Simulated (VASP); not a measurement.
Te:

```
CELL_PARAMETERS angstrom
4.45400 0.00000 0.00000
-2.22700 3.85728 0.00000
0.00000 0.00000 5.92400
ATOMIC_POSITIONS crystal
Te 0.73100 0.73100 0.00000
Te 0.00000 0.26900 0.66667
Te 0.26900 0.00000 0.33333
```

```yaml
Program: VASP 6.6.1
Task: single point
Functional: PBEsol
Potentials_or_basis: VASP PAW PBE potentials, release 64 (Te)
Cutoff: 520 eV
k_mesh: 7 × 7 × 5
Occupations: fermi-dirac, width 0.05 eV
Spin: no spin polarisation
```

On this cell: pressure -0.9 GPa; largest force 0.126 eV/Å; band gap on the k mesh 0.59 eV, indirect (least direct gap 0.76 eV).

The same run follows on a disturbed copy (atoms moved at random, drawn with an rms of 0.05 Å):

```
Te
1.0
     4.45400    0.00000    0.00000
    -2.22700    3.85728    0.00000
     0.00000    0.00000    5.92400
Te
3
Direct
  0.72636 0.72628 0.99901
  0.00652 0.27843 0.67379
  0.27379 0.01099 0.33305
```

What does the disturbed cell give?

The energy moves by +0.9 meV/atom; pressure -1.2 GPa; largest force 0.197 eV/Å; band gap on the k mesh 0.45 eV, indirect (least direct gap 0.68 eV).

Forces in eV/Å, atoms in the order of the input:
```
Te  -0.019  0.023  0.123
Te  -0.057  0.041 -0.184
Te   0.076 -0.063  0.062
```

Stress tensor (GPa, compression positive):
```
-1.25 -0.11 -0.04
-0.11 -1.30 -0.15
-0.04 -0.15 -1.05
```

Caveats: the PAW data sets were made with another functional, which shifts forces and pressure a little; spin-orbit coupling is left out, which moves the levels of the heavy elements; an odd mesh through Γ misses points on the zone boundary, where band edges often lie.
